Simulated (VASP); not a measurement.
# ZrN (Fm-3m) in VASP: band structure with PBE

Aim: the band structure of ZrN with PBE.

Program: VASP 6.6.1. These are calculated values, not measurements. Logs are shortened: lines on timing, memory, paths and dates and some standing lists are left out, and cuts for length are marked.

## Step 1: The structure

It takes space group Fm-3m (No. 225, cubic). Conventional cell: a = 4.554 Å, b = 4.554 Å, c = 4.554 Å, α = 90.00°, β = 90.00°, γ = 90.00°. Around Zr (site symmetry m-3m) lie 6 N at 2.28 Å. N (site symmetry m-3m) is surrounded by 6 Zr at 2.28 Å.

## Step 2: Band structure, PBE

File INCAR:

```
PREC     = Accurate       # precision mode
ENCUT    = 420            # plane-wave cutoff, eV
EDIFF    = 1E-7           # SCF threshold, eV
ISMEAR   = 0              # smearing method
SIGMA    = 0.02           # smearing width, eV
LREAL    = False          # projectors in reciprocal space
LASPH    = True           # aspherical terms in the spheres
NELM     = 80             # most SCF steps
ALGO     = Normal         # electronic algorithm
ISIF     = 2              # what is computed and relaxed
LWAVE    = False          # write WAVECAR
LCHARG   = False          # write CHGCAR
LMAXMIX  = 4              # l up to which the mixer works
GGA      = PE             # functional
KPAR     = 4
```

File KPOINTS:

```
Automatic mesh
0
Gamma
  12 12 12
```

File POSCAR:

```
ZrN                                     
1.0
    0.0000000000      2.2769453361      2.2769453361
    2.2769453361     -0.0000000000      2.2769453361
    2.2769453361      2.2769453361     -0.0000000000
  Zr              N             
     1     1
Direct
     0.5000000000000000    0.5000000000000000    0.5000000000000000
     0.0000000000000000    0.0000000000000000    0.0000000000000000
```

File KPOINTS_OPT:

```
path GXWKGLUWLK,UX
20
line-mode
reciprocal
 0.0000000000  0.0000000000  0.0000000000  G
 0.5000000000  0.0000000000  0.5000000000  X

 0.5000000000  0.0000000000  0.5000000000  X
 0.5000000000  0.2500000000  0.7500000000  W

 0.5000000000  0.2500000000  0.7500000000  W
 0.3750000000  0.3750000000  0.7500000000  K

 0.3750000000  0.3750000000  0.7500000000  K
 0.0000000000  0.0000000000  0.0000000000  G

 0.0000000000  0.0000000000  0.0000000000  G
 0.5000000000  0.5000000000  0.5000000000  L

 0.5000000000  0.5000000000  0.5000000000  L
 0.6250000000  0.2500000000  0.6250000000  U

 0.6250000000  0.2500000000  0.6250000000  U
 0.5000000000  0.2500000000  0.7500000000  W

 0.5000000000  0.2500000000  0.7500000000  W
 0.5000000000  0.5000000000  0.5000000000  L

 0.5000000000  0.5000000000  0.5000000000  L
 0.3750000000  0.3750000000  0.7500000000  K

 0.6250000000  0.2500000000  0.6250000000  U
 0.5000000000  0.0000000000  0.5000000000  X
```

Potentials or basis: VASP PAW PBE potentials, release 64 (Zr_sv_GW, N_GW).

Command:

```bash
cat potpaw_PBE.64/Zr_sv_GW/POTCAR potpaw_PBE.64/N_GW/POTCAR > POTCAR
mpirun -np 4 vasp_std > vasp.out
```

OUTCAR:

```text
PREC = Accurate
   ENCUT = 420
   EDIFF = 1E-7
   ISMEAR = 0
   LREAL = False
   LASPH = True
   NELM = 80
   ISIF = 2
   GGA = PE

 ion  position               nearest neighbor table
   1  0.500  0.500  0.500-
   2  0.000  0.000  0.000-

  LATTYP: Found a face centered cubic cell.
 ALAT       =     4.5538906722

  Lattice vectors:

 A1 = (   0.0000000000,   2.2769453361,   2.2769453361)
 A2 = (   2.2769453361,   0.0000000000,   2.2769453361)
 A3 = (   2.2769453361,   2.2769453361,   0.0000000000)

Analysis of symmetry for initial positions (statically):
=====================================================================
 Subroutine PRICEL returns:
 Original cell was already a primitive cell.

 Routine SETGRP: Setting up the symmetry group for a
 face centered cubic supercell.

 Subroutine GETGRP returns: Found 48 space group operations
 (whereof 48 operations were pure point group operations)
 out of a pool of 48 trial point group operations.

The static configuration has the point symmetry O_h .

Analysis of symmetry for dynamics (positions and initial velocities):
=====================================================================
 Subroutine PRICEL returns:
 Original cell was already a primitive cell.

 Routine SETGRP: Setting up the symmetry group for a
 face centered cubic supercell.

 Subroutine GETGRP returns: Found 48 space group operations
 (whereof 48 operations were pure point group operations)
 out of a pool of 48 trial point group operations.

The dynamic configuration has the point symmetry O_h .

 Subroutine INISYM returns: Found 48 space group operations
 (whereof 48 operations are pure point group operations),
 and found     1 'primitive' translations

----------------------------------------------------------------------------------------

                                     Primitive cell

  volume of cell :      23.6096

  direct lattice vectors                    reciprocal lattice vectors
     0.000000000  2.276945336  2.276945336    -0.219592448  0.219592448  0.219592448
     2.276945336  0.000000000  2.276945336     0.219592448 -0.219592448  0.219592448
     2.276945336  2.276945336  0.000000000     0.219592448  0.219592448 -0.219592448

  length of vectors
     3.220086975  3.220086975  3.220086975     0.380345277  0.380345277  0.380345277

  position of ions in fractional coordinates (direct lattice)
     0.500000000  0.500000000  0.500000000
     0.000000000  0.000000000  0.000000000

  ion indices of the primitive-cell ions
   primitive index   ion index
                 1           1
                 2           2

----------------------------------------------------------------------------------------

 KPOINTS: Automatic mesh

Automatic generation of k-mesh.
 Grid dimensions read from file:
 generate k-points for:   12   12   12

 Generating k-lattice:

  Cartesian coordinates                     Fractional coordinates (reciprocal lattice)
    -0.018299371  0.018299371  0.018299371     0.083333333  0.000000000  0.000000000
     0.018299371 -0.018299371  0.018299371     0.000000000  0.083333333  0.000000000
     0.018299371  0.018299371 -0.018299371     0.000000000  0.000000000  0.083333333

  Length of vectors
     0.031695440  0.031695440  0.031695440

  Shift w.r.t. Gamma in fractional coordinates (k-lattice)
     0.000000000  0.000000000  0.000000000

 Subroutine IBZKPT returns following result:
 ===========================================

 Found     72 irreducible k-points:

 Following reciprocal coordinates:
            Coordinates               Weight
  0.000000  0.000000  0.000000      1.000000
  0.083333  0.000000  0.000000      8.000000
  0.166667  0.000000  0.000000      8.000000
  0.250000  0.000000  0.000000      8.000000
  0.333333  0.000000  0.000000      8.000000
  0.416667  0.000000  0.000000      8.000000
[... 16 lines left out ...]
  0.500000  0.166667  0.000000     24.000000
 -0.416667  0.166667  0.000000     24.000000
 [... further k-points ...]
   k-points           NKPTS =     72   k-points in BZ     NKDIM =     72   number of bands    NBANDS=     12
   number of dos      NEDOS =    301   number of ions     NIONS =      2
   total plane-waves  NPLWV =  13824
   dimension x,y,z NGX =    24 NGY =   24 NGZ =   24
   dimension x,y,z NGXF=    48 NGYF=   48 NGZF=   48
   ions per type =               1   1
   NGX,Y,Z   is equivalent  to a cutoff of  12.39, 12.39, 12.39 a.u.
   NGXF,Y,Z  is equivalent  to a cutoff of  24.78, 24.78, 24.78 a.u.
 SYSTEM =  unknown system
   PREC   = accura    normal or accurate (medium, high low for compatibility)
   ISTART =      0    job   : 0-new  1-cont  2-samecut
   ICHARG =      2    charge: 1-file 2-atom 10-const
   ISPIN  =      1    spin polarized calculation?
   LNONCOLLINEAR =      F non collinear calculations
   LSORBIT =      F    spin-orbit coupling
   LASPH  =      T    aspherical Exc in radial PAW
   ENCUT  =  420.0 eV  30.87 Ry    5.56 a.u.   5.38  5.38  5.38*2*pi/ulx,y,z
   NELM   =     80;   NELMIN=  2; NELMDL= -5     # of ELM steps
   EDIFF  = 0.1E-06   stopping-criterion for ELM
   LREAL  =      F    real-space projection
   EDIFFG = 0.1E-05   stopping-criterion for IOM
   NSW    =      0    number of steps for IOM
   IBRION =     -1    ionic relax: 0-MD 1-quasi-New 2-CG
   NFREE  =      0    steps in history (QN), initial steepest desc. (CG)
   ISIF   =      2    stress and relaxation
   ISYM   =      2    0-nonsym 1-usesym 2-fastsym
   POTIM  = 0.5000    time-step for ionic-motion
   TEBEG  =    0.0;   TEEND  =   0.0 temperature during run
   PSTRESS=    0.0 pullay stress
   NELECT =      17.0000    total number of electrons
   NUPDOWN=      -1.0000    fix difference up-down
   EMIN   =  10.00;   EMAX   =-10.00  energy-range for DOS
   EFERMI =   0.00;   METHOD = LEGACY
   ISMEAR =     0;   SIGMA  =   0.02  broadening in eV -4-tet -1-fermi 0-gaus
   EFERMI_NEDOS =   21; number of points for ismear=-14 and -15
   IALGO  =     38    algorithm
   IMIX   =      4    mixing-type and parameters
     AMIX     =   0.40;   BMIX     =  1.00
     AMIX_MAG =   1.60;   BMIX_MAG =  1.00
  volume/ion in A,a.u.               =      11.80        79.66
  Fermi-wavevector in a.u.,A,eV,Ry     =   1.467332  2.772856 29.294223  2.153065
  Thomas-Fermi vector in A             =   2.582963
   LORBIT       =      0    0 simple, 1 ext, 2 COOP (PROOUT), +10 PAW based schemes
   GGA     = PE    functional components
   LHFCALC =     F    Hartree Fock is set to
   AEXX    =    0.0000 exact exchange contribution
   IVDW    =     0    specifies the selected vdW correction
   LEPSILON=     F    determine dielectric tensor
   LRPA    =     F    only Hartree local field effects (RPA)
 non-spin polarized calculation
 Gauss-broadening in eV      SIGMA  =   0.02
  energy-cutoff  :      420.00
  volume of cell :       23.61
 maximum number of plane-waves:       477
 NGX is ok and might be reduce to    24
   NGX = 11   NGY = 11   NGZ = 11

 number of electron      16.9999996 magnetization

 Free energy of the ion-electron system (eV)
  ---------------------------------------------------
  ext. energy  EPLUGINS =         0.00000000
  ---------------------------------------------------
  free energy    TOTEN  =       -22.10993785 eV

  energy without entropy =      -22.10993785  energy(sigma->0) =      -22.10993785

 E-fermi :  12.0924     XC(G=0): -12.6143

 val. band max:       12.0124021861   @ k =  -0.0833   0.0833   0.0000
 cond. band min:      12.1762240371   @ k =  -0.1667   0.2500   0.0833
 fundamental gap:      0.1638218510
 Fermi energy:        12.0924237319

 k-point     1 :       0.0000    0.0000    0.0000
  band No.  band energies     occupation
      1     -37.4231      2.00000
      2     -15.0290      2.00000
      3     -15.0290      2.00000
      4     -15.0290      2.00000
      5      -4.2714      2.00000
      6       9.4235      2.00000
      7       9.4235      2.00000
      8       9.4235      2.00000
      9      11.6960      2.00000
     10      11.6960      2.00000
     11      11.6960      2.00000
     12      13.7332      0.00000

 k-point     2 :       0.0833    0.0000    0.0000
  band No.  band energies     occupation
      1     -37.4131      2.00000
      2     -15.1229      2.00000
      3     -15.0358      2.00000
      4     -15.0358      2.00000
      5      -4.1232      2.00000
      6       8.8339      2.00000
      7       9.0155      2.00000
      8       9.0155      2.00000
      9      11.8989      2.00000
     10      11.9096      2.00000
     11      11.9096      2.00000
     12      14.2545      0.00000

 k-point     3 :       0.1667    0.0000    0.0000
  band No.  band energies     occupation
      1     -37.3850      2.00000
      2     -15.3705      2.00000
      3     -15.0541      2.00000
      4     -15.0541      2.00000
      5      -3.7202      2.00000
      6       7.6521      2.00000
      7       8.2147      2.00000
      8       8.2147      2.00000
      9      12.2536      0.00000
     10      12.4431      0.00000
     11      12.4431      0.00000
     12      15.4762      0.00000
[... 286 lines left out ...]
 k-point    23 :       0.5000    0.1667    0.0000
  band No.  band energies     occupation
      1     -37.2554      2.00000
      2     -16.1276      2.00000
      3     -15.3037      2.00000
      4     -15.2003      2.00000
      5      -2.4599      2.00000
      6       5.1432      2.00000
      7       6.6755      2.00000
      8       6.8498      2.00000
      9      12.9316      0.00000
     10      15.4320      0.00000
     11      15.5852      0.00000
     12      18.1275      0.00000

 k-point    24 :      -0.4167    0.1667    0.0000
  band No.  band energies     occupation
      1     -37.2528      2.00000
      2     -16.1424      2.00000
      3     -15.3445      2.00000
      4     -15.1710      2.00000
      5      -2.3660      2.00000
      6       4.9799      2.00000
      7       6.5878      2.00000
      8       6.7848      2.00000
      9      14.0303      0.00000
     10      14.7843      0.00000
     11      15.0892      0.00000
     12      18.0287      0.00000

 [... further k-points ...]
[... 5 lines left out ...]
  --------------------------------------------------------------------------------------
  -------------------------------------------------------------------------------------
  Total        0.5234872      0.5234872      0.5234872     -0.0000000     -0.0000000     -0.0000000
  in kB       35.5245696     35.5245696     35.5245696     -0.0000000     -0.0000000     -0.0000000
  external PRESSURE =      35.5245696 kB  Pullay stress =       0.0000000 kB

 VOLUME and BASIS-vectors are now :
 -----------------------------------------------------------------------------
  energy-cutoff  :      420.00
  volume of cell :       23.61
      direct lattice vectors                 reciprocal lattice vectors
     0.000000000  2.276945336  2.276945336    -0.219592448  0.219592448  0.219592448
     2.276945336  0.000000000  2.276945336     0.219592448 -0.219592448  0.219592448
     2.276945336  2.276945336  0.000000000     0.219592448  0.219592448 -0.219592448

 POSITION                                       TOTAL-FORCE (eV/Angst)
 -----------------------------------------------------------------------------------
      2.27695      2.27695      2.27695         0.000000     -0.000000     -0.000000
      0.00000      0.00000      0.00000        -0.000000      0.000000      0.000000
 -----------------------------------------------------------------------------------
    total drift:                                0.000000     -0.000000      0.000000

  FREE ENERGIE OF THE ION-ELECTRON SYSTEM (eV)
  ---------------------------------------------------
  free  energy   TOTEN  =       -22.1099378515 eV

  energy  without entropy=      -22.1099378515  energy(sigma->0) =      -22.10993785
```

It took 18 s on 4 MPI ranks of Intel Xeon Platinum 8488C (Sapphire Rapids), shared host; peak memory 0.15 GiB.

Results:

```yaml
Free_energy: -22.1099 eV
Band_gap_along_the_path: none (metal or under the smearing width)
```

Levels at the corners of the path, in eV from the Fermi level:
```csv
point,band 6,band 7,band 8,band 9,band 10,band 11
Γ,-2.67,-2.67,-2.67,-0.40,-0.40,-0.40
X,-4.54,-3.55,-3.16,-3.16,3.48,4.69
X,-4.54,-3.55,-3.16,-3.16,3.48,4.69
W,-5.50,-4.75,-4.75,1.06,1.06,4.70
W,-5.50,-4.75,-4.75,1.06,1.06,4.70
K,-5.55,-4.74,-4.50,-0.71,3.51,3.80
K,-5.55,-4.74,-4.50,-0.71,3.51,3.80
Γ,-2.67,-2.67,-2.67,-0.40,-0.40,-0.40
Γ,-2.67,-2.67,-2.67,-0.40,-0.40,-0.40
L,-7.75,-5.78,-5.78,3.12,3.19,3.19
L,-7.75,-5.78,-5.78,3.12,3.19,3.19
U,-5.55,-4.74,-4.50,-0.71,3.51,3.80
U,-5.55,-4.74,-4.50,-0.71,3.51,3.80
W,-5.50,-4.75,-4.75,1.06,1.06,4.70
W,-5.50,-4.75,-4.75,1.06,1.06,4.70
L,-7.75,-5.78,-5.78,3.12,3.19,3.19
L,-7.75,-5.78,-5.78,3.12,3.19,3.19
K,-5.55,-4.74,-4.50,-0.71,3.51,3.80
U,-5.55,-4.74,-4.50,-0.71,3.51,3.80
X,-4.54,-3.55,-3.16,-3.16,3.48,4.69
```

Caveat: the cutoff is under 1.25 times the usual one of these potentials, so pressure, stress and relaxed cells hold a basis-set (Pulay) error.
